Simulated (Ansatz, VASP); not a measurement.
## One calculation of CoO, two programs

```
CELL_PARAMETERS angstrom
0.00000 2.16950 2.16950
2.16950 0.00000 2.16950
2.16950 2.16950 0.00000
ATOMIC_POSITIONS crystal
Co 0.00000 0.00000 0.00000
O 0.50000 0.50000 0.50000
```

Alike in both runs: task single point; functional PBE; k mesh 10 × 10 × 10; occupations gaussian, width 0.05 eV; collinear spin; Hubbard terms Co d U = 3.3 eV.

|  | VASP | Ansatz |
| --- | --- | --- |
| version | VASP 6.6.1 | Ansatz 0.2.0 |
| potentials or method | VASP PAW PBE potentials, release 64 (Co, O) | scalar-relativistic, plane waves, PAW |
| plane-wave cutoff (eV) | 520 | 420 |
| valence electrons in the cell | 15 | 23 |

|  | VASP | Ansatz | Ansatz less VASP |
| --- | --- | --- | --- |
| pressure (GPa) | -10.3 | -1.5 | +8.78 |
| largest component of the traceless stress (GPa) | 0.00 | 0.68 | +0.682 |
| net moment per atom (μB) | 1.50 | 1.50 | 0.000 |
| size of the moment on the site where the two differ most (μB) | 2.73 | 2.62 | -0.113 |

Site moments also hang on the region over which each program counts them. The programs project onto different local orbitals, so the same U acts differently. The two sets of potentials don't hold the same shells in valence. Ansatz warned: «symmetry_narrowed_by_occupation_matrices».

Caveats: a cell with one magnetic atom can't hold antiferromagnetic order, which such compounds often take. The state reached can hang on the start; a lower one may exist.
